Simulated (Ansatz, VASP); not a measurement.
# SiC: VASP beside Ansatz

```
CELL_PARAMETERS angstrom
3.07600 0.00000 0.00000
-1.53800 2.66389 0.00000
0.00000 0.00000 5.04800
ATOMIC_POSITIONS crystal
Si 0.33333 0.66667 0.00000
Si 0.66667 0.33333 0.50000
C 0.33333 0.66667 0.38500
C 0.66667 0.33333 0.88500
```

Alike in both runs: task single point; functional PBE; k mesh 6 × 6 × 4; occupations gaussian, width 0.05 eV; no spin polarisation.

|  | VASP | Ansatz |
| --- | --- | --- |
| version | VASP 6.6.1 | Ansatz 0.2.0 |
| potentials or method | VASP PAW PBE potentials, release 64 (Si, C) | scalar-relativistic, plane waves, PAW |
| plane-wave cutoff (eV) | 520 | 420 |
| valence electrons in the cell | 16 | 16 |

```tsv
	VASP	Ansatz	Ansatz less VASP
gap on the k mesh at the Fermi level (eV)	2.32	2.32	+0.002
least direct gap on the mesh (eV)	4.07	4.08	+0.004
pressure (GPa)	3.6	3.7	+0.06
largest component of the traceless stress (GPa)	3.32	3.34	+0.018
rms of the force components (eV/Å)	0.430	0.430	0.0000
```

Atom by atom the forces differ by 0.000 eV/Å (rms over components). With one functional, cell and mesh, what is left measures potentials, basis and numerics.

A k mesh can miss the band edges. PBE gaps usually lie below the measured ones, often by a third to a half.
